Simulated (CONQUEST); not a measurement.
# Si2Mo (P1) in CONQUEST: convergence with scf tolerance

Aim: find how far scf tolerance must go before the results for Si2Mo settle, at PBE. This setting moves, with any that are tied to it; all else stays.

All numbers are computed with CONQUEST 1.3; they aren't measurements. Logs are shortened: lines on timing, memory, paths and dates and some standing lists are left out, and cuts for length are marked.

### 1 The cell of the first run

The typed cell holds 6 atoms: a = 3.200 Å, b = 3.200 Å, c = 7.861 Å, α = 90.00°, β = 90.00°, γ = 90.00°.

The cell isn't the ideal one: atoms moved at random.

### 2 With scf tolerance 0.01

File Conquest_input:

```
IO.Title Si2Mo
IO.Coordinates coords.dat
IO.FractionalAtomicCoords T
IO.Iprint 2
IO.Iprint_init 1
General.NumberOfSpecies 2
General.PseudopotentialType hamann
AtomMove.TypeOfRun static
AtomMove.FullStress T
Grid.GridCutoff 120
DM.SolutionMethod diagon
Diag.MPMesh T
Diag.GammaCentred T
Diag.MPMeshX 6
Diag.MPMeshY 6
Diag.MPMeshZ 3
Diag.kT 0.00183747
minE.SCTolerance 0.01
SC.MaxIters 100
IO.AtomChargeOutput T
%block ChemicalSpeciesLabel
1 95.940 Mo
2 28.090 Si
%endblock
```

File coords.dat:

```
    6.0471235988     0.0000000000     0.0000000000
    0.0000000000     6.0471235988     0.0000000000
    0.0000000000     0.0000000000    14.8551370657
6
  0.0038425000   0.0031695000   0.0004405000 1 T T T
  0.5038425000   0.5031695000   0.5004405000 1 T T T
  0.4955100000   0.5089070000   0.1659290000 2 T T T
  0.9955100000   0.0089070000   0.6659290000 2 T T T
  0.4980135000   0.4972005000   0.8324345000 2 T T T
  0.9980135000   0.9972005000   0.3324345000 2 T T T
```

Potentials or basis: PseudoDojo NC PBE, SZP, grid cutoff 120 Ha.

On the command line:

```console
OMP_NUM_THREADS=1 Conquest
```

Run time: 28 s. Hardware: 1 thread of AMD EPYC 7B13 (Zen 3), shared host; peak memory 0.72 GiB.

What came out:

| Quantity | Value |
| --- | --- |
| Free energy | -4287.4587 eV |
| Band gap on the k mesh | none (metal or under the smearing width) |
| Mulliken charges | Mo +1.38; Si -0.70, -0.69 e |

### 3 With scf tolerance 0.001

Changes to Conquest_input since step 2:

```diff
@@ -17,3 +17,3 @@
 Diag.kT 0.00183747
-minE.SCTolerance 0.01
+minE.SCTolerance 0.001
 SC.MaxIters 100
```

coords.dat is that of step 2.

Potentials or basis: PseudoDojo NC PBE, SZP, grid cutoff 120 Ha.

On the command line:

```console
OMP_NUM_THREADS=1 Conquest
```

Run time: 41 s. Hardware: 1 thread of AMD EPYC 7B13 (Zen 3), shared host; peak memory 0.72 GiB.

Results:

- Free energy: -4285.7049 eV
- Pressure: 15.5 GPa
- Band gap on the k mesh: none (metal or under the smearing width)
- Mulliken charges: Mo +0.52; Si -0.26 e

### 4 With scf tolerance 0.0001

Changes to Conquest_input since step 3:

```diff
@@ -17,3 +17,3 @@
 Diag.kT 0.00183747
-minE.SCTolerance 0.001
+minE.SCTolerance 0.0001
 SC.MaxIters 100
```

coords.dat is that of step 3.

On the command line:

```console
OMP_NUM_THREADS=1 Conquest
```

It took 43 s on 1 thread of AMD EPYC 7B13 (Zen 3), shared host; peak memory 0.72 GiB.

Results (log left out):

| Item | Value |
| --- | --- |
| Free energy | -4285.7015 eV |
| Pressure | 10.2 GPa |
| Largest force | 0.391 eV/Å |
| Band gap on the k mesh | none (metal or under the smearing width) |
| Mulliken charges | Mo +0.56; Si -0.28 e |

### 5 With scf tolerance 1e-05

Changes to Conquest_input since step 4:

```diff
@@ -17,3 +17,3 @@
 Diag.kT 0.00183747
-minE.SCTolerance 0.0001
+minE.SCTolerance 1e-05
 SC.MaxIters 100
```

coords.dat is that of step 4.

On the command line:

```console
OMP_NUM_THREADS=1 Conquest
```

Run time: 48 s. Hardware: 1 thread of AMD EPYC 7B13 (Zen 3), shared host; peak memory 0.72 GiB.

The run converged. Its results:

- Free energy: -4285.7015 eV
- Pressure: 9.9 GPa
- Largest force: 0.416 eV/Å
- Band gap on the k mesh: none (metal or under the smearing width)
- Mulliken charges: Mo +0.56; Si -0.28 e

### 6 With scf tolerance 1e-06

Changes to Conquest_input since step 5:

```diff
@@ -17,3 +17,3 @@
 Diag.kT 0.00183747
-minE.SCTolerance 1e-05
+minE.SCTolerance 1e-06
 SC.MaxIters 100
```

coords.dat is that of step 5.

Potentials or basis: PseudoDojo NC PBE, SZP, grid cutoff 120 Ha.

On the command line:

```console
OMP_NUM_THREADS=1 Conquest
```

It took 52 s on 1 thread of AMD EPYC 7B13 (Zen 3), shared host; peak memory 0.72 GiB.

The run converged. Its results:

- Free energy: -4285.7015 eV
- Pressure: 9.9 GPa
- Largest force: 0.413 eV/Å
- Band gap on the k mesh: none (metal or under the smearing width)
- Mulliken charges: Mo +0.56; Si -0.28 e

### 7 With scf tolerance 1e-07

Changes to Conquest_input since step 6:

```diff
@@ -17,3 +17,3 @@
 Diag.kT 0.00183747
-minE.SCTolerance 1e-06
+minE.SCTolerance 1e-07
 SC.MaxIters 100
```

coords.dat is that of step 6.

On the command line:

```console
OMP_NUM_THREADS=1 Conquest
```

Run time: 59 s. Hardware: 1 thread of AMD EPYC 7B13 (Zen 3), shared host; peak memory 0.72 GiB.

Results (log left out):

```yaml
Free_energy: -4285.7015 eV
Pressure: 9.9 GPa
Largest_force: 0.413 eV/Å
Band_gap_on_the_k_mesh: none (metal or under the smearing width)
Mulliken_charges: Mo +0.56; Si -0.28 e
```

### 8 With scf tolerance 1e-08

Changes to Conquest_input since step 7:

```diff
@@ -17,3 +17,3 @@
 Diag.kT 0.00183747
-minE.SCTolerance 1e-07
+minE.SCTolerance 1e-08
 SC.MaxIters 100
```

coords.dat is that of step 7.

On the command line:

```console
OMP_NUM_THREADS=1 Conquest
```

Run time: 68 s. Hardware: 1 thread of AMD EPYC 7B13 (Zen 3), shared host; peak memory 0.72 GiB.

Results (log left out):

| Quantity | Value |
| --- | --- |
| Free energy | -4285.7015 eV |
| Pressure | 9.9 GPa |
| Largest force | 0.413 eV/Å |
| Band gap on the k mesh | none (metal or under the smearing width) |
| Mulliken charges | Mo +0.56; Si -0.28 e |

### 9 With scf tolerance 1e-09

Changes to Conquest_input since step 8:

```diff
@@ -17,3 +17,3 @@
 Diag.kT 0.00183747
-minE.SCTolerance 1e-08
+minE.SCTolerance 1e-09
 SC.MaxIters 100
```

coords.dat is that of step 8.

Potentials or basis: PseudoDojo NC PBE, SZP, grid cutoff 120 Ha.

On the command line:

```console
OMP_NUM_THREADS=1 Conquest
```

The program printed:

```text
Simulation cell dimensions:     6.0471 a0 x     6.0471 a0 x    14.8551 a0

      Atomic coordinates (a0)
         Atom         X         Y         Z  Species
            1    0.0232    0.0192    0.0065        1
            2    3.0468    3.0427    7.4341        1
            3    2.9964    3.0774    2.4649        2
            4    6.0200    0.0539    9.8925        2
            5    3.0115    3.0066   12.3659        2
            6    6.0351    6.0302    4.9384        2

         Monkhorst-Pack mesh:   6 x   6 x   3 gamma-centred
        This calculation includes non-local pseudopotentials,
         with a maximum core radius of      7.91802317

    Job title: Si2Mo
    Job to be run: static calculation

[... 5 lines left out ...]
      Using Fermi-Dirac smearing

    Integration grid size:     32 x   32 x   80

    Integration grid spacing:  0.189 a0 x 0.189 a0 x 0.186 a0

    Number of species:  2
    --------------------------------------------------------
    |   #  mass (au)  Charge (e)  SF Rad (a0)  NSF  Label  |
    --------------------------------------------------------
    |   1     95.940      14.000        8.126   13  Mo     |
    |   2     28.090       4.000        7.370    9  Si     |
    --------------------------------------------------------
          SCF tolerance:                 0.00000000
          SCF iterations:               100

    The functional used will be GGA PBE96

           radial cut-off to be used is taken to be max PAO cut-off radius for this species:    7.918023

           greatest ang. mom. for making density from PAOs:  2

           radial cut-off to be used is taken to be max PAO cut-off radius for this species:    7.120431

           greatest ang. mom. for making density from PAOs:  2
    Minimum blocs/proc is     1280. Maximum blocs/proc is     1280
    set_atom_dens: In set_atomic_density, electrons :      44.000000000000
 matrix_size & matrix_size_padH =           62          62

    Screened ion int: energy:    -121.582825368685 Ha

    new_SC_potl: Starting.  Tolerance:  0.10000E-08

    PulayMixSC: Starting Pulay mixing, A_up =  0.500 A_dn =  0.500
    PulayMixSC: Spin non-polarised calculation.
          Harris-Foulkes Energy            :      -157.560936368064716 Ha
          GroundState Energy (E-(1/2)TS)   :      -157.561068909306812 Ha
          Free Energy (E-TS)               :      -157.561201450548936 Ha
          DFT Total Energy                 :      -157.343893016458850 Ha
          Total number of electrons        :        43.999999999999837
    PulayMixSC: Pulay iteration     1 residual:              0.43582E-02
          Harris-Foulkes Energy            :      -157.558124651480682 Ha
          GroundState Energy (E-(1/2)TS)   :      -157.558191748475849 Ha
          Free Energy (E-TS)               :      -157.558258845471045 Ha
          DFT Total Energy                 :      -157.288492774824704 Ha
          Total number of electrons        :        44.000023270892392
    PulayMixSC: Pulay iteration     2 residual:              0.38329E-02
          Harris-Foulkes Energy            :      -157.500371339173057 Ha
          GroundState Energy (E-(1/2)TS)   :      -157.500476433302197 Ha
          Free Energy (E-TS)               :      -157.500581527431336 Ha
          DFT Total Energy                 :      -157.487982781497351 Ha
          Total number of electrons        :        44.000029685805394
    PulayMixSC: Pulay iteration     3 residual:              0.11873E-02
          Harris-Foulkes Energy            :      -157.496556533102620 Ha
          GroundState Energy (E-(1/2)TS)   :      -157.496652538082230 Ha
          Free Energy (E-TS)               :      -157.496748543061841 Ha
          DFT Total Energy                 :      -157.496046522260542 Ha
          Total number of electrons        :        44.000046988667641
    PulayMixSC: Pulay iteration     4 residual:              0.18908E-03
          Harris-Foulkes Energy            :      -157.496431746064644 Ha
          GroundState Energy (E-(1/2)TS)   :      -157.496528532986730 Ha
          Free Energy (E-TS)               :      -157.496625319908816 Ha
          DFT Total Energy                 :      -157.496430042230770 Ha
          Total number of electrons        :        44.000046665392631
    PulayMixSC: Pulay iteration     5 residual:              0.27599E-04
          Harris-Foulkes Energy            :      -157.496430524798654 Ha
          GroundState Energy (E-(1/2)TS)   :      -157.496527253076749 Ha
          Free Energy (E-TS)               :      -157.496623981354844 Ha
          DFT Total Energy                 :      -157.496430478490367 Ha
          Total number of electrons        :        44.000047455223687
    PulayMixSC: Pulay iteration     6 residual:              0.22898E-05
          Harris-Foulkes Energy            :      -157.496430500952329 Ha
          GroundState Energy (E-(1/2)TS)   :      -157.496527233035408 Ha
          Free Energy (E-TS)               :      -157.496623965118459 Ha
          DFT Total Energy                 :      -157.496430498526735 Ha
          Total number of electrons        :        44.000047575676263
    PulayMixSC: Pulay iteration     7 residual:              0.59585E-06
[... 10 lines left out ...]
          Total number of electrons        :        44.000047363755769
    PulayMixSC: Pulay iteration     9 residual:              0.55566E-07
          Harris-Foulkes Energy            :      -157.496430702079067 Ha
          GroundState Energy (E-(1/2)TS)   :      -157.496527435880296 Ha
          Free Energy (E-TS)               :      -157.496624169681553 Ha
          DFT Total Energy                 :      -157.496430702078300 Ha
          Total number of electrons        :        44.000047292203426
    PulayMixSC: Pulay iteration    10 residual:              0.10116E-07
          Harris-Foulkes Energy            :      -157.496430737116270 Ha
          GroundState Energy (E-(1/2)TS)   :      -157.496527470834593 Ha
          Free Energy (E-TS)               :      -157.496624204552916 Ha
          DFT Total Energy                 :      -157.496430737118317 Ha
          Total number of electrons        :        44.000048082149561
    PulayMixSC: Pulay iteration    11 residual:              0.63065E-08
          Harris-Foulkes Energy            :      -157.496430676925542 Ha
          GroundState Energy (E-(1/2)TS)   :      -157.496527410708097 Ha
          Free Energy (E-TS)               :      -157.496624144490625 Ha
          DFT Total Energy                 :      -157.496430676924717 Ha
          Total number of electrons        :        44.000048378734228
    PulayMixSC: Pulay iteration    12 residual:              0.36366E-08
          Harris-Foulkes Energy            :      -157.496430689964143 Ha
          GroundState Energy (E-(1/2)TS)   :      -157.496527423722199 Ha
          Free Energy (E-TS)               :      -157.496624157480255 Ha
          DFT Total Energy                 :      -157.496430689963290 Ha
          Total number of electrons        :        44.000048611443852
    PulayMixSC: Pulay iteration    13 residual:              0.42632E-08
          Harris-Foulkes Energy            :      -157.496430691436188 Ha
          GroundState Energy (E-(1/2)TS)   :      -157.496527425192056 Ha
          Free Energy (E-TS)               :      -157.496624158947895 Ha
          DFT Total Energy                 :      -157.496430691436444 Ha
          Total number of electrons        :        44.000048627420249
    PulayMixSC: Pulay iteration    14 residual:              0.32772E-09
    PulayMixSC: Reached SCF tolerance of  0.32772E-09 after     14 iterations
      | Number of electrons      =        44.000049
      |* band energy as 2Tr[K.H] =       -38.775958032942462 Ha
      |  screened ion-ion energy =      -121.582825368684766 Ha
      |  Ha correction           =         1.673054501276562 Ha
      |  XC correction           =         1.189298209810611 Ha
      | GS Energy as E-(1/2)TS   =      -157.496527425192056 Ha
      | Free Energy as E-TS      =      -157.496624158947895 Ha
      |* Harris-Foulkes energy   =      -157.496430691436188 Ha
      |* DFT total energy        =      -157.496430691436444 Ha
      |  estimated accuracy      =         0.000000000000256 Ha

    force: Forces on atoms (Ha/a0)
    force:  Atom   X              Y              Z
    force:     1  -0.0045865123   0.0002522676  -0.0030829209
    force:     2  -0.0045865127   0.0002522676  -0.0030829209
    force:     3   0.0034941936  -0.0049691877  -0.0033464348
    force:     4   0.0034941938  -0.0049691877  -0.0033464397
    force:     5   0.0012004057   0.0049392916   0.0062268639
    force:     6   0.0012004058   0.0049392917   0.0062268689

    force: Maximum force :        0.00622687(Ha/a0) on atom         6 in z direction
    force: Force Residual:        0.00691174 Ha/a0
    force: Total stress:         -9.49254869     0.03819928    -0.07733962 GPa
                             0.03819928    -9.47298851     0.22942474
                            -0.07733962     0.22942474   -10.60615061
    force: Average pressure:      9.85722927 GPa

    force: Finished force
    get_E_and_F: Change in energy during last step of electronic optimisation: -0.14720E-08

    BIBLIOGRAPHY: Please consider citing the following references in the conquest.bib file

    CONQUEST:         Bowler2002pt, Miyazaki2004, Nakata2020
    Basis:            Bowler2019
    DM:               Bowler:2006xr
    Pseudopotentials: Hamann2013, Bowler2019
    XC functional:    Perdew1996
```

Wall time 81 s (1 thread of AMD EPYC 7B13 (Zen 3), shared host); peak memory 0.72 GiB.

Results:

```
Free energy            : -4285.7015 eV
Pressure               : 9.9 GPa
Largest force          : 0.413 eV/Å
Band gap on the k mesh : none (metal or under the smearing width)
Mulliken charges       : Mo +0.56; Si -0.28 e
```

### 10 Result

| scf tolerance | energy less the tightest run, at zero smearing (meV/atom) | pressure (GPa) | SCF cycles | CPU time (s) | peak memory (GiB) |
| --- | --- | --- | --- | --- | --- |
| 0.01 | -292.71 | - | 1 | 28 | 0.72 |
| 0.001 | -0.57 | 15.53 | 4 | 41 | 0.72 |
| 0.0001 | -0.01 | 10.15 | 5 | 43 | 0.72 |
| 1e-05 | 0.00 | 9.90 | 6 | 48 | 0.72 |
| 1e-06 | 0.00 | 9.86 | 7 | 52 | 0.72 |
| 1e-07 | 0.00 | 9.86 | 9 | 59 | 0.72 |
| 1e-08 | 0.00 | 9.86 | 11 | 68 | 0.72 |
| 1e-09 | 0.00 | 9.86 | 14 | 81 | 0.72 |

Against the tightest run, the energy stays within 1 meV/atom from 0.001 on; the pressure stays within 0.1 GPa from 1e-05 on. The tightest run that finished is the yardstick and may itself not be fully converged.

Caveats: the atomic basis is small; the basis of atomic orbitals isn't converged, which shifts pressures, moduli and gaps.
